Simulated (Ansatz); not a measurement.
Runs of Ansatz 0.2.0 on Zn. The structure is cubic, space group Fm-3m (No. 225). Conventional cell: a = 3.930 Å, b = 3.930 Å, c = 3.930 Å, α = 90.00°, β = 90.00°, γ = 90.00°. Zn (site symmetry m-3m) is surrounded by 12 Zn at 2.78 Å. This isn't the form of Zn at room conditions, which is hcp.

| task | level | cell | cutoff (eV) | points for each segment of the path | gap on the mesh (eV) | pressure (GPa) |
| --- | --- | --- | --- | --- | --- | --- |
| band structure | RPBE | as given | 420 | 14 | none | (a) |
| band structure | LDA | as given | 420 | 14 | none | -8.5 |
| relaxation of cell and atoms | PBE | relaxed | 420 | - | none | 0.0 |
| single point | PBE | as given | 420 | - | none | -0.2 |
| band structure | PBEsol | as given | 420 | 14 | none | -5.2 |
| band structure | BLYP | as given | 420 | 14 | none | 6.0 |
| band structure | revPBE | as given | 420 | 14 | none | 2.0 |
| band structure | PBE | as given | 420 | 14 | none | -0.2 |
| band structure | r2SCAN | as given | 500 | 14 | none | (b) |

Alike in all rows: potentials or basis Ansatz PAW; no spin polarisation; k mesh 12 × 12 × 12; smearing fermi-dirac 0.05 eV.

Task: Estimate the missing entries.

Result: (a) 2.9; (b) -4.6.

Caveats: the PAW data sets come from PBE, with cores solved anew for the run's functional, which leaves a small shift of forces and pressure (some runs); the plane-wave basis is chosen anew once the cell has moved, so the energies of steps on either side of that aren't comparable (some runs).

A gap of «none» marks a metal or a gap under the smearing width.
